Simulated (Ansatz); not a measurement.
# KF (CsCl type): how the settings move a single-point run

Aim: see which settings change the result for KF (CsCl type), by how much, and at what cost.

Computed with Ansatz 0.2.0 (reference: DFT, PBE, PAW with Ansatz's default frozen-core files, scalar-relativistic, unless a step's input says otherwise).

### Step 1. The system as given

The structure is cubic, space group Pm-3m (No. 221). The conventional cell has a = 3.259 Å, b = 3.259 Å, c = 3.259 Å, α = 90.00°, β = 90.00°, γ = 90.00°. Around K (site symmetry m-3m) lie 8 F at 2.82 Å. Around F (site symmetry m-3m) lie 8 K at 2.82 Å.

As a file:

```
CELL_PARAMETERS angstrom
3.25867 0.00000 0.00000
0.00000 3.25867 0.00000
0.00000 0.00000 3.25867
ATOMIC_POSITIONS crystal
K 0.00000 0.00000 0.00000
F 0.50000 0.50000 0.50000
```

### Step 2. Baseline

input.yaml reads:

```yaml
crystal:
  lattice:
    - [3.2586690256, 0.0, 0.0]
    - [0.0, 3.2586690256, 0.0]
    - [0.0, 0.0, 3.2586690256]
  atoms:
    - { symbol: K, position: [0.0, 0.0, 0.0] }
    - { symbol: F, position: [0.5, 0.5, 0.5] }
kpoints:
  mp_grid: { grid: [14, 14, 14] }
scf:
  occupations: { method: fermi_dirac, width: 0.05 }
hamiltonian:
  xc: pbe
  pseudopotentials: { kind: paw }
output:
  forces: true
  stress: true
  eigenvalues: true
  write_density: true
  write_potential: true
  elf: true
  volumetric_format: npy
basis:
  ecutwfc: 800
```

Command:

```
$ ansatz run input.yaml --threads 1 --pin off --max-ram 2048MiB --backend cpu --events-out ev --progress --plain --runs-dir out
```

### Step 3. Variant: preconditioner ldos, mixing.algorithm anderson, mixing.beta 0.3, mixing.ndim 2

input.yaml, as its differences from that of step 2:

```diff
@@ -12,2 +12,3 @@
   occupations: { method: fermi_dirac, width: 0.05 }
+  mixing: { preconditioner: ldos, algorithm: anderson, beta: 0.3, ndim: 2 }
 hamiltonian:
@@ -19,6 +20,2 @@
   eigenvalues: true
-  write_density: true
-  write_potential: true
-  elf: true
-  volumetric_format: npy
 basis:
```

Before running it: what results should come out? Wanted: for each run, ending; energy change; pressure; gap; force.

**Answer**, as computed:

| run | ending | energy change | pressure (GPa) | gap (eV) | force (eV/Å) | cycles | time |
| --- | --- | --- | --- | --- | --- | --- | --- |
| reference | converged | 0 | 0.0 | 6.27 | 0.00 | 6 | 9.5 s |
| 1: preconditioner ldos, mixing.algorithm anderson, mixing.beta 0.3, mixing.ndim 2 | converged | 0.0 meV/atom | 0.0 | 6.27 | 0.00 | 6 | 6.7 s |

Times don't compare one to one where runs were asked for different outputs or read a saved state (see the inputs); cycles may leave out searches for a lower state.

Residual by cycle in the longest SCF loop of each run; runs are numbered as in the table. The quantity is the density residual dr2, in eV.

| cycle | reference | run 1 |
| --- | --- | --- |
| 1 | 1.6e-4 | 1.6e-4 |
| 2 | 1.5e-4 | 3.3e-4 |
| 3 | 1.3e-4 | 5.6e-4 |
| 4 | 1.9e-5 | 1.2e-5 |
| 5 | 7.4e-8 | 4.1e-6 |
| 6 | 4.8e-9 | 5.5e-8 |

**Reading.** Energy and cycle count are those of the reference, so the change (mixing) left the result and the number of cycles as they were.

These are semilocal Kohn-Sham gaps, which aren't the measured quantity. Such gaps usually fall short of the measured ones.
